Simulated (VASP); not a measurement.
# LiH21O11 in VASP: notebook, part 2 of 3

VASP 6.6.1. Earlier steps stand in the parts before.

**4. Single point, PBE**

Contents of INCAR:

```
ALGO = Fast
EDIFF = 1E-6
ENCUT = 520
GGA = PE
ISIF = 2
ISMEAR = -1
LASPH = True
LCHARG = False
LREAL = Auto
LWAVE = False
NBANDS = 67
NELM = 80
PREC = Accurate
SIGMA = 0.05
```

Contents of KPOINTS:

```
k-points
0
Gamma
  1 1 1
```

Contents of POSCAR:

```
LiH21O11
1.0
    7.0067960000      0.0000000000      0.0000000000
    0.0000000000      7.0067960000      0.0000000000
    0.0000000000      0.0000000000      7.0067960000
O H Li
11 21 1
Direct
    0.0574585017      0.5082494196      0.4217191424
    0.4858568738      0.7370558526      0.3325057558
    0.7052296085      0.3661302541      0.3326484744
    0.1391220752      0.7398245932      0.0834760995
    0.6707630706      0.6567766494      0.8819152149
    0.2138209818      1.0286299187      0.4387311975
    0.8487902317     -0.0867871706      0.6158735034
    0.3255553608      0.3892649365      0.1025433022
    0.7659420939      0.3124109793      0.8926904679
    0.1019010686      0.1704202606      0.9021098945
    0.4018955311      0.5766401648      0.6276335147
    0.0204087574      0.6097366043      0.3243565247
   -0.0842895954      0.4652340385      0.4229465222
    0.4185079743      0.6628564611      0.4961754274
    0.5837047347      0.8099279614      0.3990697032
    0.5890994971      0.4290120620      0.3649314180
    0.7066853381      0.3791890045      0.1960382463
    0.0789091048      0.7899759034     -0.0265884721
    0.2374837229      0.8332196342      0.0949506736
    0.5620971411      0.6394077978      0.7943573639
    0.6165870963      0.6695356908      1.0065513539
    0.1078381617      0.9356773053      0.4532742212
    0.2881345482      0.9457960529      0.3547698549
    0.7569650950      0.0246046838      0.5887141569
    0.7820550220     -0.1179283655      0.7376838144
    0.3013502891      0.5245336099      0.0915539713
    0.2510990758      0.3354314868      0.0007706804
    0.6826372567      0.2059143723      0.9071193167
    0.7076700963      0.4456815926      0.8818581275
   -0.0131158378      0.2635155926      0.9298258434
    0.0568733555      0.1150597220      0.7977683381
    0.2634585051      0.5664643298      0.6489556710
    0.2057145663      0.2936149418      0.3452505253
```

Potentials or basis: VASP PAW PBE potentials, release 64 (O, H, Li_sv).

Run with:

```
> cat potpaw_PBE.64/O/POTCAR potpaw_PBE.64/H/POTCAR potpaw_PBE.64/Li_sv/POTCAR > POTCAR
> mpirun -np 1 vasp_gam > vasp.out
```

OUTCAR:

```text
EDIFF = 1E-6
   ENCUT = 520
   GGA = PE
   ISIF = 2
   ISMEAR = -1
   LASPH = True
   LREAL = Auto
   NELM = 80
   PREC = Accurate

 ion  position               nearest neighbor table
   1  0.057  0.508  0.422-  12 1.02  13 1.04  33 1.90
   2  0.486  0.737  0.333-  15 0.97  14 1.34
   3  0.705  0.366  0.333-  16 0.95  17 0.96
   4  0.139  0.740  0.083-  18 0.95  19 0.95
   5  0.671  0.657  0.882-  21 0.96  20 0.99
   6  0.214  0.029  0.439-  23 0.98  22 0.99  33 1.97
   7  0.849  0.913  0.616-  25 1.00  24 1.03
   8  0.326  0.389  0.103-  27 0.96  26 0.97  33 2.01
   9  0.766  0.312  0.893-  28 0.95  29 1.02
  10  0.102  0.170  0.902-  31 0.89  30 1.05
  11  0.402  0.577  0.628-  32 0.98  14 1.11
  12  0.020  0.610  0.324-   1 1.02
  13  0.916  0.465  0.423-   1 1.04
  14  0.419  0.663  0.496-  11 1.11   2 1.34
  15  0.584  0.810  0.399-   2 0.97
  16  0.589  0.429  0.365-   3 0.95
  17  0.707  0.379  0.196-   3 0.96
  18  0.079  0.790  0.973-   4 0.95
  19  0.237  0.833  0.095-   4 0.95
  20  0.562  0.639  0.794-   5 0.99
[... 10 lines left out ...]
  31  0.057  0.115  0.798-  10 0.89
  32  0.263  0.566  0.649-  11 0.98
  33  0.206  0.294  0.345-   1 1.90   6 1.97   8 2.01
[... 232 lines left out ...]
  band No.  band energies     occupation
      1     -46.2225      2.00000
      2     -23.1726      2.00000
      3     -22.8948      2.00000
      4     -22.4378      2.00000
      5     -22.3976      2.00000
      6     -22.3524      2.00000
[... 49 lines left out ...]
     56       5.9433      0.00000
     57       6.2135      0.00000
 [bands above 57 left out]

------------------------ aborting loop because EDIFF is reached ----------------------------------------

  FORCE on cell =-STRESS in cart. coord.  units (eV):
  Direction    XX          YY          ZZ          XY          YZ          ZX
  --------------------------------------------------------------------------------------
  -------------------------------------------------------------------------------------
  Total        2.6410782      1.6531863      6.9160314      2.4630931      2.7771206      1.5680506
  in kB       12.3008020      7.6997029     32.2113640     11.4718377     12.9344182      7.3031841
  external PRESSURE =      17.4039563 kB  Pullay stress =       0.0000000 kB

 VOLUME and BASIS-vectors are now :
 -----------------------------------------------------------------------------
  energy-cutoff  :      520.00
  volume of cell :      344.00
      direct lattice vectors                 reciprocal lattice vectors
     7.006796000  0.000000000  0.000000000     0.142718584  0.000000000  0.000000000
     0.000000000  7.006796000  0.000000000     0.000000000  0.142718584  0.000000000
     0.000000000  0.000000000  7.006796000     0.000000000  0.000000000  0.142718584

 POSITION                                       TOTAL-FORCE (eV/Angst)
 -----------------------------------------------------------------------------------
      0.40260      3.56120      2.95490        -2.921853      0.872603     -1.239678
      3.40430      5.16440      2.32980        -0.399795      0.590836     -0.434441
      4.94140      2.56540      2.33080         1.075069     -0.765638      0.364599
      0.97480      5.18380      0.58490        -0.091232     -0.667479      0.564575
      4.69990      4.60190      6.17940         0.980063      0.364901     -0.208113
      1.49820      0.20060      3.07410        -1.132588     -0.431226     -0.329288
[... 25 lines left out ...]
      1.84600      3.96910      4.54710         0.558057      0.037709     -0.089413
      1.44140      2.05730      2.41910         0.244905      0.055072     -0.055849
 -----------------------------------------------------------------------------------
    total drift:                               -0.002409     -0.015964      0.010056

  FREE ENERGIE OF THE ION-ELECTRON SYSTEM (eV)
  ---------------------------------------------------
  free  energy   TOTEN  =      -158.8417290943 eV

  energy  without entropy=     -158.8417290943  energy(sigma->0) =     -158.84172909
```

OSZICAR:

```text
N       E                     dE             d eps       ncg     rms          rms(c)
DAV:   1     0.852979737356E+03    0.85298E+03   -0.47983E+04   134   0.126E+03
DAV:   2    -0.775920181336E+02   -0.93057E+03   -0.89129E+03   185   0.318E+02
DAV:   3    -0.172678902380E+03   -0.95087E+02   -0.94494E+02   164   0.110E+02
[... 13 lines left out ...]
RMM:  17    -0.158841713989E+03   -0.19080E-04   -0.16852E-04   256   0.367E-02    0.260E-03
RMM:  18    -0.158841722896E+03   -0.89070E-05   -0.75251E-05   245   0.248E-02    0.161E-03
RMM:  19    -0.158841726588E+03   -0.36916E-05   -0.32386E-05   232   0.172E-02    0.722E-04
RMM:  20    -0.158841728488E+03   -0.18997E-05   -0.14578E-05   216   0.125E-02    0.102E-03
RMM:  21    -0.158841729094E+03   -0.60669E-06   -0.65190E-06   199   0.975E-03
   1 F= -.15884173E+03 E0= -.15884173E+03  d E =-.664271E-11
```

stdout:

```text
POSCAR found type information on POSCAR O H Li
 POSCAR found :  3 types and      33 ions
 scaLAPACK will be used
 LDA part: xc-table for (Slater+PW92), standard interpolation
 POSCAR, INCAR and KPOINTS ok, starting setup
 FFT: planning ... GRIDC
 FFT: planning ... GRID_SOFT
 FFT: planning ... GRID
 WAVECAR not read
 entering main loop
```

It took 32 s on 1 thread of Intel Xeon 6975P-C (Granite Rapids), shared host; peak memory 0.39 GiB.

Results:

```
Free energy            : -158.8417 eV
Largest force          : 6.472 eV/Å
Band gap on the k mesh : 3.08 eV, direct
```

Forces on the atoms (eV/Å):
```
O   -2.922  0.873 -1.240
O   -0.400  0.591 -0.434
O    1.075 -0.766  0.365
O   -0.091 -0.667  0.565
O    0.980  0.365 -0.208
O   -1.133 -0.431 -0.329
O   -2.319  2.140  0.604
O    0.802 -0.167  1.152
O    1.024  0.477  0.162
O    0.733  3.618  5.315
O   -0.564 -0.107  0.570
H    1.547 -0.651  0.734
H    0.983 -0.426  0.508
H    0.284 -0.394 -0.198
H    0.225  0.057 -0.327
H   -1.055  0.996  0.654
H    0.194 -0.220 -0.812
H   -1.212  0.211 -1.303
H    1.215  0.591  0.696
H   -1.207 -0.106 -1.008
H   -0.524  0.409  1.296
H   -0.085  0.977  0.610
H    1.546 -0.353 -0.071
H    1.624 -1.076 -0.461
H    0.715 -1.063 -0.289
H   -0.155  0.765  0.194
H   -0.350 -0.971 -1.059
H   -0.911 -0.136  0.117
H    0.005 -0.477 -0.023
H    0.900 -1.391 -0.426
H   -1.729 -2.757 -5.207
H    0.558  0.038 -0.089
Li   0.245  0.055 -0.056
```

Caveat: the cutoff is under 1.25 times the usual one of these potentials, so pressure, stress and relaxed cells hold a basis-set (Pulay) error.

(Continued in part 3 of 3.)
